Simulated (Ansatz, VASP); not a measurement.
**CaB2: VASP beside Ansatz**

```
CELL_PARAMETERS angstrom
3.20478 0.00000 0.00000
-1.60239 2.77542 0.00000
0.00000 0.00000 4.04009
ATOMIC_POSITIONS crystal
Ca 0.00000 0.00000 0.00000
B 0.66667 0.33333 0.50000
B 0.33333 0.66667 0.50000
```

Change from the starting cell: volume scaled by 0.98.

Alike in both runs: task single point; functional PBE; k mesh 9 × 9 × 7; occupations fermi-dirac, width 0.05 eV; no spin polarisation.

|  | VASP | Ansatz |
| --- | --- | --- |
| version | VASP 6.6.1 | Ansatz 0.2.0 |
| potentials or method | VASP PAW PBE potentials, release 64 (Ca_sv, B) | Ansatz PAW |
| plane-wave cutoff (eV) | 520 | 420 |
| valence electrons in the cell | 16 | 16 |

Ansatz gave:

```
gap on the k mesh at the Fermi level (eV)       : none
pressure (GPa)                                  : 2.1
largest component of the traceless stress (GPa) : 0.39
```

**Question.** Estimate VASP's values.

**Answer.** gap on the k mesh at the Fermi level (eV): none; pressure (GPa): 2.4; largest component of the traceless stress (GPa): 0.54.

A gap of «none» marks a metal or a gap that the smearing closes.
